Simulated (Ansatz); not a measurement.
**In2Sb: how settings move the results**

One table from this session's results is given with a row withheld; the runs are named, their logs left out.

Computed with Ansatz 0.2.0 (DFT PBEsol, scalar-relativistic, plane waves, PAW, unless a step's input says otherwise).

## The starting structure

The structure is hexagonal, space group P6_3/mmc (No. 194). The conventional cell has a = 5.380 Å, b = 5.380 Å, c = 6.723 Å, α = 90.00°, β = 90.00°, γ = 120.00°. In (site symmetry -6m2) has 5 Sb at 3.11 to 3.36 Å and 6 In at 3.53 Å in its first shell of neighbours. In (site symmetry -3m) is surrounded by 8 In at 3.36 to 3.53 Å and 6 Sb at 3.53 Å. Around Sb (site symmetry -6m2) lie 11 In at 3.11 to 3.53 Å.

As a file:

```
In Sb
1.0
     5.37990    0.00000    0.00000
    -2.68995    4.65913    0.00000
     0.00000    0.00000    6.72255
In Sb
4 2
Direct
  0.66667 0.33333 0.25000
  0.33333 0.66667 0.75000
  0.00000 0.00000 0.50000
  0.00000 0.00000 0.00000
  0.66667 0.33333 0.75000
  0.33333 0.66667 0.25000
```

Source of the structure: the Materials Project (structure only). It is taken as it stands there.

Set-up of the first run:

Input file input.yaml:

```yaml
crystal:
  lattice:
    - [5.3799042018, 0.0, 0.0]
    - [-2.6899521009, 4.6591337087, 0.0]
    - [0.0, 0.0, 6.722552]
  atoms:
    - { symbol: In, position: [0.66666667, 0.33333333, 0.25] }
    - { symbol: In, position: [0.33333333, 0.66666667, 0.75] }
    - { symbol: In, position: [0.0, 0.0, 0.5] }
    - { symbol: In, position: [0.0, 0.0, 0.0] }
    - { symbol: Sb, position: [0.66666667, 0.33333333, 0.75] }
    - { symbol: Sb, position: [0.33333333, 0.66666667, 0.25] }
basis:
  ecutwfc: 420
kpoints:
  mp_grid: { grid: [6, 6, 4] }
hamiltonian:
  xc: pbesol
scf:
  occupations: { method: gaussian, width: 0.1 }
output:
  forces: true
  stress: true
  eigenvalues: true
```

Command:

```
> ansatz run input.yaml --threads 1 --pin off --max-ram 2560MiB --backend cpu --events-out ev --progress --plain --runs-dir out
```

Steps of the session up to this table: Probe: one point at the start; The base run; Plane-wave cutoff set to 150 eV; Plane-wave cutoff: 200 eV; Plane-wave cutoff: 250 eV; Plane-wave cutoff set to 300 eV; Plane-wave cutoff: 350 eV; Plane-wave cutoff set to 380 eV; Plane-wave cutoff: 460 eV; Plane-wave cutoff set to 520 eV; Plane-wave cutoff set to 600 eV; Plane-wave cutoff set to 700 eV; Plane-wave cutoff: 850 eV.

One of the session's tables, all rows but one given; the rest of the session is left out.

It belongs to the step «What the plane-wave cutoff changes». 

| cutoff (eV) | ΔE (meV/atom) | pressure (GPa) |
| --- | --- | --- |
| 150 | 62568 | -0.22 |
| 200 | 8678 | 1.00 |
| 250 | 989 | -2.48 |
| 300 | 74.1 | -2.54 |
| 350 | 3.91 | -2.55 |
| 380 | 2.04 | -2.55 |
| 420 | ? | ? |
| 460 | 0.61 | -2.56 |
| 520 | 0.29 | -2.56 |
| 600 | 0.15 | -2.56 |
| 700 | 0.03 | -2.56 |
| 850 | 0.00 | -2.56 |

**Question.** Estimate the row for cutoff (eV) = 420.

Worked estimate for «ΔE (meV/atom)». A straight line through the neighbours (380, 2.04) and (460, 0.61) gives 2.04 + (0.61 − 2.04) × (420 − 380) / (460 − 380) = 1.32; a parabola fitted to 4 rows on both sides gives 1.11.

**Answer.** ΔE (meV/atom): 1.36; pressure (GPa): -2.56. In «ΔE (meV/atom)» the line misses by -0.04 and the parabola by -0.25.

Caveats from the session: The settings are coarse, so take the values as rough. Warnings in the runs' records: cutoff below recommended.
